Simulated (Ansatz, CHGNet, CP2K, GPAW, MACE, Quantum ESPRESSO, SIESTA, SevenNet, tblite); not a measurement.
# AlP(100) slab, H on both faces (90 atoms) in SIESTA

Wanted: SIESTA inputs and outputs for AlP(100) slab, H on both faces (90 atoms), checked against a plane-wave reference.

Calculated with SIESTA 5.4.2; the method is named at each step.

**1. The starting structure**

The cell holds 90 atoms: 27 Al, 27 P and 36 H. Cell: a = 11.589 Å, b = 11.589 Å, c = 18.561 Å, α = 90.0°, β = 90.0°, γ = 90.0°. It derives from AlP (zinc-blende). Zinc-blende AlP (a = 5.463 Å), (100) slab of 6 atomic planes, 3 x 3 surface cells, H on the broken bonds of both faces, 10 Å of vacuum; displaced by a Gaussian of 0.02 Å. Then every atom was moved at random, 0.02 Å r.m.s. a Cartesian component (hydrogen 0.6 of that). Regions: slab, 54 atoms (27 Al and 27 P); hydrogen, 36 atoms (36 H). Vacuum lies along c.

The yardstick, on the same geometry:

```
method                 : Kohn-Sham DFT, PBE, PAW, plane waves (Ansatz 0.2.0); cutoff 420 eV, Γ point, fermi-dirac smearing of 0.05 eV; PAW set soft_2
r.m.s. force component : 0.5113 eV/Å
longest force          : 2.23 eV/Å
SCF cycles             : 18
time                   : 13 s on 8 threads of Arm Neoverse V2, shared host
CPU time               : 93 s
```

**2. PBE, DZP, shift 0.01 Ry, mesh 300 Ry**

Method: Kohn-Sham DFT, PBE, PseudoDojo 0.4.1 norm-conserving pseudopotentials (converted to PSML), numerical atomic orbitals (DZP), diagonalisation.

The .psml files are PseudoDojo norm-conserving potentials that we converted to this format, checked against plane waves on the same files for H, C, O, Si, Ge and Ca alone.

Contents of input.fdf:

```
SystemLabel cell
NumberOfAtoms 90
NumberOfSpecies 3
%block ChemicalSpeciesLabel
  1 13 Al
  2 15 P
  3 1 H
%endblock ChemicalSpeciesLabel
LatticeConstant 1.0 Ang
%block LatticeVectors
  11.58877 0.00000 0.00000
  0.00000 11.58877 0.00000
  0.00000 0.00000 18.56080
%endblock LatticeVectors
PAO.BasisSize DZP
PAO.EnergyShift 0.01 Ry
XC.Functional GGA
XC.Authors PBE
MeshCutoff 300 Ry
%block kgrid_Monkhorst_Pack
  1 0 0 0.0
  0 1 0 0.0
  0 0 1 0.0
%endblock kgrid_Monkhorst_Pack
SolutionMethod diagon
OccupationFunction FD
ElectronicTemperature 580 K
SCF.Mixer.Method Pulay
SCF.Mixer.Weight 0.05
SCF.Mixer.History 8
SCF.Mix Hamiltonian
MaxSCFIterations 300
SCF.DM.Tolerance 1e-04
SCF.H.Tolerance 1.0e-3 eV
WriteForces T
Write.HirshfeldPop T
Write.VoronoiPop T
Write.DM F
Write.H F
XML.Write F
AtomicCoordinatesFormat Fractional
%block AtomicCoordinatesAndAtomicSpecies
  0.26587 0.16953 0.38638 1
  0.26553 0.33000 0.31558 2
  0.10177 0.33509 0.53282 1
  0.10478 0.16784 0.45968 2
  0.26637 0.16887 0.68003 1
  0.26354 0.33229 0.60794 2
  0.26933 0.50219 0.38883 1
  0.26646 0.66668 0.31353 2
  0.09905 0.66581 0.53411 1
  0.09990 0.50490 0.46137 2
  0.26607 0.50442 0.68403 1
  0.27125 0.67058 0.60928 2
  0.26484 0.83757 0.38641 1
  0.26384 0.99981 0.31264 2
  0.10191 0.99499 0.53206 1
  0.10197 0.83502 0.46219 2
  0.26744 0.83005 0.68096 1
  0.26532 0.99605 0.60555 2
  0.60142 0.16568 0.38881 1
  0.60180 0.33779 0.31332 2
  0.43179 0.33590 0.53462 1
  0.43273 0.16871 0.46085 2
  0.60208 0.16769 0.68397 1
  0.59757 0.33499 0.60786 2
  0.59964 0.50052 0.38553 1
  0.60134 0.66377 0.31515 2
  0.43405 0.66920 0.53437 1
  0.43377 0.49912 0.46297 2
  0.60215 0.50116 0.68185 1
  0.59422 0.66897 0.60786 2
  0.60083 0.82929 0.38644 1
  0.59925 0.00012 0.31072 2
  0.43343 0.00396 0.53153 1
  0.42878 0.82981 0.46071 2
  0.60257 0.83650 0.68060 1
  0.60043 0.00001 0.60684 2
  0.93021 0.16715 0.38849 1
  0.93334 0.33226 0.31286 2
  0.76825 0.33207 0.53676 1
  0.76892 0.16741 0.46045 2
  0.93650 0.17144 0.68141 1
  0.93081 0.33203 0.60805 2
  0.93283 0.49918 0.38661 1
  0.93346 0.65986 0.31091 2
  0.76706 0.66581 0.53463 1
  0.76431 0.49861 0.46140 2
  0.93430 0.49731 0.68157 1
  0.93143 0.66813 0.60838 2
  0.93486 0.83230 0.38902 1
  0.93480 0.00264 0.31304 2
  0.76401 0.99665 0.53430 1
  0.76875 0.83115 0.46178 2
  0.93188 0.83337 0.68332 1
  0.93636 0.99773 0.60846 2
  0.36415 0.33290 0.26767 3
  0.16418 0.33363 0.26844 3
[... 30 atom lines left out ...]
  0.03260 0.00008 0.27075 3
  0.83335 0.99951 0.26917 3
  0.04409 0.83568 0.73101 3
  0.81991 0.83253 0.72837 3
%endblock AtomicCoordinatesAndAtomicSpecies
```

Started as:

```console
> OMP_NUM_THREADS=1 siesta < input.fdf > output.txt
```

The log of the run:

```text
Version         : 5.4.2
reinit: System Name:
reinit: System Label: cell
initatom: Reading input for the pseudopotentials and atomic orbitals ----------
Species number:   1 Atomic number:   13 Label: Al
Species number:   2 Atomic number:   15 Label: P
Species number:   3 Atomic number:    1 Label: H
Ground state valence configuration (from tables):   3s02  3p01  3d00  4f00
Ground state valence configuration (from tables):   3s02  3p03  3d00  4f00
Ground state valence configuration (from tables):   1s01  2p00  3d00  4f00
---- Processing specs for species: Al
GGA--PBE XC_GGA_X_PBE--XC_GGA_C_PBE pb
---- Processing specs for species: P
GGA--PBE XC_GGA_X_PBE--XC_GGA_C_PBE pb
---- Processing specs for species: H
GGA--PBE XC_GGA_X_PBE--XC_GGA_C_PBE pb
Al pseudopotential only contains V_ls up to l=2 -- lmxkb reset.
P pseudopotential only contains V_ls up to l=2 -- lmxkb reset.
H pseudopotential only contains V_ls up to l=1 -- lmxkb reset.
Using PAO.SplitTailNorm
%block ChemicalSpeciesLabel
    1   13 Al                      # Species index, atomic number, species label
    2   15 P                       # Species index, atomic number, species label
    3    1 H                       # Species index, atomic number, species label
%endblock ChemicalSpeciesLabel
%block PAO.Basis                 # Define Basis set
Al                    2                    # Species label, number of l-shells
 n=3   0   2                         # n, l, Nzeta
   6.130      4.449
   1.000      1.000
 n=3   1   2 P   1                   # n, l, Nzeta, Polarization, NzetaPol
   7.969      5.883
   1.000      1.000
P                     2                    # Species label, number of l-shells
 n=3   0   2                         # n, l, Nzeta
   4.859      3.414
   1.000      1.000
 n=3   1   2 P   1                   # n, l, Nzeta, Polarization, NzetaPol
   6.081      4.321
   1.000      1.000
H                     1                    # Species label, number of l-shells
 n=1   0   2 P   1                   # n, l, Nzeta, Polarization, NzetaPol
   5.233      3.529
   1.000      1.000
%endblock PAO.Basis
coor:   Atomic-coordinates input format  =     Fractional
siesta: System type = slab
initatomlists: Number of atoms, orbitals, and projectors:     90   882  1152
siesta: ******************** Simulation parameters ****************************
Total number of electrons:   252.000000
Total ionic charge:   252.000000
 Kpoints in:            1 . Kpoints trimmed:            1
siesta: k-grid: Number of k-points = 1
siesta: k-points from Monkhorst-Pack grid
siesta: k-cutoff (effective) =     5.794 Ang
siesta: k-point supercell and displacements
siesta: k-grid:     1     0     0      0.000
siesta: k-grid:     0     1     0      0.000
siesta: k-grid:     0     0     1      0.000
                     ====================================
                        Single-point calculation
                     ====================================
outcell: Unit cell vectors (Ang):
       11.588770    0.000000    0.000000
        0.000000   11.588770    0.000000
        0.000000    0.000000   18.560800
outcell: Cell vector modules (Ang)   :   11.588770   11.588770   18.560800
outcell: Cell angles (23,13,12) (deg):     90.0000     90.0000     90.0000
outcell: Cell volume (Ang**3)        :   2492.7078
Gamma-point calculation with multiply-connected orbital pairs
Gamma-point calculation with multiply-connected orbital pairs
Folding of H and S implicitly performed
Folding of H and S implicitly performed
new_DM -- step:     1
Initializing Density Matrix...
Attempting to read DM from file... Failed...
DM filled with atomic data:
InitMesh: MESH = 128 x 128 x 200 = 3276800
InitMesh: Mesh cutoff (required, used) =   300.000   320.899 Ry
stepf: Fermi-Dirac step function
        iscf     Eharris(eV)        E_KS(eV)     FreeEng(eV)     dDmax    Ef(eV) dHmax(eV)
   scf:    1    -7235.017301    -7308.511229    -7308.511229  1.790031 -4.475658 15.930702
   scf:    2    -7336.230408    -7323.045284    -7323.045288  0.019369 -4.292211 13.166447
   scf:    3    -6816.249128    -7210.144357    -7210.467226  0.187875 -4.240830 21.875721
   scf:    4    -7260.829284    -7342.586438    -7342.716115  0.199190 -4.043759  8.350265
   scf:    5    -7305.892505    -7326.508655    -7326.508797  0.022731 -4.059512 11.985320
   scf:    6    -7363.351837    -7351.328415    -7351.529011  0.086763 -3.608776  5.032275
[...]
scf:   37    -7355.031160    -7355.031213    -7355.321867  0.000034 -3.044615  0.002832
   scf:   38    -7355.031319    -7355.031266    -7355.321871  0.000051 -3.044896  0.001518
   scf:   39    -7355.031297    -7355.031282    -7355.321872  0.000023 -3.044977  0.000973
SCF Convergence by DM+H criterion
max |DM_out - DM_in|         :     0.0000234744
max |H_out - H_in|      (eV) :     0.0009725822
SCF cycle converged after 39 iterations
Using DM_out to compute the final energy and forces
siesta: E_KS(eV) =            -7355.0313
siesta: E_KS - E_eggbox =     -7355.0313
siesta: Atomic forces (eV/Ang):
     1    0.324857   -0.713021    0.478415
     2   -0.101878    1.008137    0.069397
     3   -0.407945   -0.050495    0.499141
     4   -0.803918   -0.214173   -0.539974
     5   -0.077303   -0.719888    0.023758
     6    0.270601    0.784133   -0.432787
[...]
88    0.115201   -0.008727   -0.504958
    89    0.172841   -0.031517    0.437648
    90   -0.318010   -0.027340    0.642466
----------------------------------------
   Tot    0.011410    0.004026    0.000937
----------------------------------------
   Max    2.621818
   Res    0.571854    sqrt( Sum f_i^2 / 3N )
----------------------------------------
   Max    2.621818    constrained
Stress tensor Voigt[x,y,z,yz,xz,xy] (kbar):      -46.93      -34.12       -9.40        1.73       -3.00        0.13
(Free)E + p*V (eV/cell)    -7308.4122
Target enthalpy (eV/cell)    -7355.3219
siesta: Program's energy decomposition (eV):
siesta: Ebs     =     -2459.677115
siesta: Eions   =     14775.629540
siesta: Ena     =      6021.694727
siesta: Ekin    =      3035.634670
siesta: Enl     =       984.358116
siesta: DEna    =        11.455386
siesta: DUscf   =        18.250237
siesta: Ex      =     -2363.445708
siesta: Ec      =      -287.349170
siesta: Exc     =     -2650.794878
siesta: Eharris =     -7355.031297
siesta: Etot    =     -7355.031282
siesta: FreeEng =     -7355.321872
siesta: Final energy (eV):
siesta:  Band Struct. =   -2459.677115
siesta:       Kinetic =    3035.634670
siesta:       Hartree =   16137.697481
siesta:         Exch. =   -2363.445708
siesta:         Corr. =    -287.349170
siesta:   Exch.-corr. =   -2650.794878
siesta:  Ion-electron =  -34891.617298
siesta:       Ion-ion =   11014.048744
siesta:         Total =   -7355.031282
siesta:         Fermi =      -3.044977
siesta: Stress tensor (static) (eV/Ang**3):
siesta:    -0.029293    0.000084   -0.001872
siesta:     0.000084   -0.021295    0.001079
siesta:    -0.001872    0.001079   -0.005869
siesta: Cell volume =       2492.707832 Ang**3
siesta: Pressure (static):
siesta:                Solid            Molecule  Units
siesta:           0.00020496          0.00015194  Ry/Bohr**3
siesta:           0.01881877          0.01395092  eV/Ang**3
siesta:          30.15099577         22.35183784  kBar
    Orbital volume contribution        =          55.645316 eV
    (Free)E + p_basis*V_orbitals       =       -7299.676556 eV
    (Free)Eharris+ p_basis*V_orbitals  =       -7299.676571 eV
siesta: Electric dipole (a.u.)  =   -0.000000    0.000000   -9.091574
siesta: Electric dipole (Debye) =   -0.000000    0.000000  -23.108476
Hirshfeld Atomic Populations:
Atom #   charge [q] valence [e]  Species
     1     0.118892    2.881108  Al
     2     0.038124    4.961876  P
     3     0.145691    2.854309  Al
     4    -0.157435    5.157435  P
     5     0.189341    2.810659  Al
     6    -0.135266    5.135266  P
     7     0.124124    2.875876  Al
     8     0.043418    4.956582  P
     9     0.146206    2.853794  Al
    10    -0.153370    5.153370  P
    11     0.205319    2.794681  Al
    12    -0.134542    5.134542  P
[...]
55    -0.011870    1.011870  H
    56    -0.012550    1.012550  H
    57    -0.094660    1.094660  H
    58    -0.097308    1.097308  H
    59    -0.007811    1.007811  H
    60    -0.009472    1.009472  H
[...]
--------------------
 Total     0.000006
Voronoi Atomic Populations:
Atom #   charge [q] valence [e]  Species
[...]
49     0.149276    2.850724  Al
    50     0.048094    4.951906  P
    51     0.184924    2.815076  Al
    52    -0.202802    5.202802  P
    53     0.230820    2.769180  Al
    54    -0.206621    5.206621  P
[...]
88    -0.014578    1.014578  H
    89    -0.095526    1.095526  H
    90    -0.090205    1.090205  H
--------------------
 Total     0.000006
```

Run time: 8.9 min. Hardware: 1 thread of Arm Neoverse V2, shared host; peak memory 1.5 GiB.

Banners, paths, timers and routine set-up lines are dropped from the logs unmarked, and long logs keep their key lines alone; longer cuts are marked.

Numbers from this run, and their distance from the reference:

| Quantity | Value |
| --- | --- |
| r.m.s. force component | 0.5718 eV/Å |
| r.m.s. difference of force components | 126.5 meV/Å |
| longest difference of force vectors | 529 meV/Å |
| force difference over r.m.s. force | 24.73 % |
| slope of forces against the reference's | 1.095 |
| correlation of force components | 0.9789 |

Length of the force difference by element (eV/Å):

```
element  atoms   mean   most
     Al     27  0.056  0.098
      H     36   0.23   0.43
      P     27   0.17   0.53
```

Local excerpt of 9 atoms (numbers count through the whole input) about P4, picked at random; x, y, z are measured from there.

```
atom      x      y      z  distance (Å)  bonds  Hirshfeld charge (e)     Fx     Fy  Fz (eV/Å)
  P4   0.00   0.00   0.00          0.00      4                 -0.16  -0.80  -0.21      -0.54
 Al1   1.87   0.02  -1.36          2.31      4                  0.12   0.32  -0.71       0.48
 Al3  -0.03   1.94   1.36          2.37      4                  0.15  -0.41  -0.05       0.50
Al15  -0.03  -2.00   1.34          2.41      4                  0.13  -0.29   1.00       0.93
Al37  -2.02  -0.01  -1.32          2.42      4                  0.13   0.84   0.06       0.14
  P2   1.86   1.88  -2.67          3.76      4                  0.04  -0.10   1.01       0.07
 P22   3.80   0.01   0.02          3.80      4                 -0.15   0.08   0.22      -1.04
  P6   1.84   1.91   2.75          3.82      4                 -0.14   0.27   0.78      -0.43
 P14   1.84  -1.95  -2.73          3.83      4                  0.05   1.36   0.38       1.19
```

Forces lie 25 % from the reference's, at 5.7 times its CPU time (on 1 against 8 cores).

**3. PBE, TZP, shift 0.01 Ry, mesh 300 Ry**

Method: Kohn-Sham DFT, PBE, PseudoDojo 0.4.1 norm-conserving pseudopotentials (converted to PSML), numerical atomic orbitals (TZP), diagonalisation.

input.fdf: that of step 2 with these lines changed.

```diff
@@ -14,3 +14,3 @@
 %endblock LatticeVectors
-PAO.BasisSize DZP
+PAO.BasisSize TZP
 PAO.EnergyShift 0.01 Ry
```

Started as:

```console
> OMP_NUM_THREADS=1 mpirun -np 2 siesta < input.fdf > output.txt
```

The log of the run:

```text
Version         : 5.4.2
reinit: System Name:
reinit: System Label: cell
initatom: Reading input for the pseudopotentials and atomic orbitals ----------
Species number:   1 Atomic number:   13 Label: Al
Species number:   2 Atomic number:   15 Label: P
Species number:   3 Atomic number:    1 Label: H
Ground state valence configuration (from tables):   3s02  3p01  3d00  4f00
Ground state valence configuration (from tables):   3s02  3p03  3d00  4f00
Ground state valence configuration (from tables):   1s01  2p00  3d00  4f00
---- Processing specs for species: Al
GGA--PBE XC_GGA_X_PBE--XC_GGA_C_PBE pb
---- Processing specs for species: P
GGA--PBE XC_GGA_X_PBE--XC_GGA_C_PBE pb
---- Processing specs for species: H
GGA--PBE XC_GGA_X_PBE--XC_GGA_C_PBE pb
[... lines left out ...]
stepf: Fermi-Dirac step function
        iscf     Eharris(eV)        E_KS(eV)     FreeEng(eV)     dDmax    Ef(eV) dHmax(eV)
[... lines left out ...]
SCF Convergence by DM+H criterion
[... lines left out ...]
SCF cycle converged after 41 iterations
[... lines left out ...]
   Max    2.556852
[... lines left out ...]
   Max    2.556852    constrained
Stress tensor Voigt[x,y,z,yz,xz,xy] (kbar):      -46.50      -34.14       -9.27        1.73       -2.98        0.13
[... lines left out ...]
siesta: FreeEng =     -7357.239195
[... lines left out ...]
siesta:  Band Struct. =   -2459.828531
siesta:       Kinetic =    3033.146552
siesta:       Hartree =   16139.718274
siesta:         Exch. =   -2364.339254
siesta:         Corr. =    -287.180084
siesta:   Exch.-corr. =   -2651.519338
siesta:  Ion-electron =  -34892.344298
siesta:       Ion-ion =   11014.048744
siesta:         Total =   -7356.950066
siesta:         Fermi =      -3.049526
siesta: Stress tensor (static) (eV/Ang**3):
siesta:    -0.029023    0.000083   -0.001860
siesta:     0.000083   -0.021306    0.001078
siesta:    -0.001860    0.001079   -0.005788
siesta: Cell volume =       2492.707832 Ang**3
siesta: Pressure (static):
siesta:                Solid            Molecule  Units
siesta:           0.00020373          0.00015035  Ry/Bohr**3
siesta:           0.01870533          0.01380480  eV/Ang**3
siesta:          29.96924810         22.11773142  kBar
    Orbital volume contribution        =          69.565355 eV
    (Free)E + p_basis*V_orbitals       =       -7287.673841 eV
    (Free)Eharris+ p_basis*V_orbitals  =       -7287.673834 eV
siesta: Electric dipole (a.u.)  =   -0.000000    0.000000   -9.090178
siesta: Electric dipole (Debye) =   -0.000000    0.000000  -23.104928
Hirshfeld Atomic Populations:
Atom #   charge [q] valence [e]  Species
     1     0.122051    2.877949  Al
     2     0.036654    4.963346  P
     3     0.149890    2.850110  Al
     4    -0.162065    5.162065  P
     5     0.192590    2.807410  Al
     6    -0.140865    5.140865  P
[...]
55    -0.011319    1.011319  H
    56    -0.011997    1.011997  H
    57    -0.094817    1.094817  H
[...]
--------------------
 Total     0.000008
Voronoi Atomic Populations:
Atom #   charge [q] valence [e]  Species
[...]
51     0.192627    2.807373  Al
    52    -0.210922    5.210922  P
    53     0.232463    2.767537  Al
    54    -0.216206    5.216206  P
[...]
89    -0.093772    1.093772  H
    90    -0.088459    1.088459  H
--------------------
 Total     0.000008
```

Run time: 6.5 min. Hardware: 2 MPI ranks; peak memory 2 GiB; 13 min of CPU time.

Compared with the plane-wave run:

```
r.m.s. force component                  : 0.5676 eV/Å
r.m.s. difference of force components   : 115.9 meV/Å
longest difference of force vectors     : 463.5 meV/Å
force difference over r.m.s. force      : 22.67 %
slope of forces against the reference's : 1.09
correlation of force components         : 0.9823
```

Against the first run (25 %), the force difference from the reference is 23 %, at 1.5 times the CPU time (on 2 against 1 cores), with 1134 basis functions against 882.

(Continued in part 2 of 2.)

[Also dropped from logs without a mark: logging warnings of Python, and SIESTA's first energy breakdown and zero terms.]

[Logs are printed without paths, hosts, clocks, repeated set-up lines and the standing remarks that a program may print on its own settings, such as how far it seeks lower states.]

[Hosts, paths, dates, database ids (printed as entryN), source tags and the programs' standing remarks are cut or masked in the printed files.]
